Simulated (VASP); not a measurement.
Something may be wrong with this VASP 6.6.1 calculation of Si.

Contents of INCAR:

```
ALGO = Fast
EDIFF = 1E-6
EDIFFG = -0.02
ENCUT = 250
GGA = PE
IBRION = 2
ISIF = 3
ISMEAR = -5
ISPIN = 2
IVDW = 2
LASPH = T
LCHARG = F
LORBIT = 11
LREAL = F
LWAVE = F
MAGMOM = 0 0 0 0 0 0
NELM = 50
NSW = 30
PREC = Normal
SIGMA = 0.05
```

File KPOINTS:

```
k-points
0
Gamma
  6 6 6
```

Contents of POSCAR:

```
Si
1.0
   -3.3799840559      3.3799840559      3.3799840559
    3.3799840559     -3.3799840559      3.3799840559
    3.3799840559      3.3799840559     -3.3799840559
Si
6
Direct
    0.5000000000      0.7500000000      0.2500000000
    0.2500000000      0.7500000000      0.5000000000
    0.2500000000      0.5000000000      0.7500000000
    0.5000000000      0.2500000000      0.7500000000
    0.7500000000      0.5000000000      0.2500000000
    0.7500000000      0.2500000000      0.5000000000
```

Potentials or basis: VASP PAW PBE potentials, release 64 (Si).

Command:

```sh
$ cat potpaw_PBE.64/Si/POTCAR > POTCAR
$ mpirun -np 1 vasp_std > vasp.out
```

OUTCAR:

```text
EDIFF = 1E-6
   EDIFFG = -0.02
   ENCUT = 250
   GGA = PE
   IBRION = 2
   ISIF = 3
   ISMEAR = -5
   ISPIN = 2
   IVDW = 2
   LASPH = T
   LORBIT = 11
   LREAL = F
   NELM = 50
   NSW = 30
   PREC = Normal
  IVDW =   2

 ion  position               nearest neighbor table
   1  0.500  0.750  0.250-   2 2.39   5 2.39   6 2.39   3 2.39
   2  0.250  0.750  0.500-   1 2.39   3 2.39   4 2.39   5 2.39
   3  0.250  0.500  0.750-   1 2.39   2 2.39   4 2.39   6 2.39
   4  0.500  0.250  0.750-   3 2.39   5 2.39   6 2.39   2 2.39
   5  0.750  0.500  0.250-   1 2.39   2 2.39   6 2.39   4 2.39
   6  0.750  0.250  0.500-   3 2.39   4 2.39   5 2.39   1 2.39

  LATTYP: Found a body centered cubic cell.
 ALAT       =     6.7599681118

  Lattice vectors:

 A1 = (  -3.3799840559,   3.3799840559,   3.3799840559)
[... 312 lines left out ...]

[... 303 lines left out ...]
 Fermi energy:         3.9747497391

 spin component 2

[... 304 lines left out ...]
------------------------ aborting loop because EDIFF is reached ----------------------------------------

  Hirshfeld charges:
            ion         q(e)
   ------------------------------
      1     Si       0.00000000
      2     Si      -0.00000000
      3     Si       0.00000000
      4     Si       0.00000000
      5     Si       0.00000000
      6     Si      -0.00000000
[... 35 lines left out ...]
  FREE ENERGIE OF THE ION-ELECTRON SYSTEM (eV)
  ---------------------------------------------------
  free  energy   TOTEN  =       -32.4116429765 eV

  energy  without entropy=      -32.4116429765  energy(sigma->0) =      -32.41164298

 reached required accuracy - stopping structural energy minimisation

 total charge

# of ion       s       p       d       tot
------------------------------------------
    1        0.761   0.931   0.000   1.693
    2        0.761   0.931   0.000   1.693
    3        0.761   0.931   0.000   1.693
    4        0.761   0.931   0.000   1.693
    5        0.761   0.931   0.000   1.693
    6        0.761   0.931   0.000   1.693
--------------------------------------------------
tot          4.569   5.587   0.000  10.156

 magnetization (x)

# of ion       s       p       d       tot
------------------------------------------
    1        0.000  -0.000   0.000   0.000
    2        0.000  -0.000   0.000   0.000
    3        0.000  -0.000   0.000   0.000
    4        0.000  -0.000   0.000   0.000
    5        0.000  -0.000   0.000   0.000
    6        0.000  -0.000   0.000   0.000
--------------------------------------------------
tot          0.000  -0.000   0.000   0.000
```

On the terminal:

```text
POSCAR found type information on POSCAR Si
[... 63 lines left out ...]
 search vector abs. value=  0.194E-06
 reached required accuracy - stopping structural energy minimisation
```

Q: What happened, and what is wrong with the input?

A: The calculation finished and met its thresholds. The input holds a flaw that was put in on purpose: cell relaxed at a low cutoff (ENCUT = 250; PREC = Normal). The program doesn't stop on it, so the numbers can't be trusted though the run ends normally.
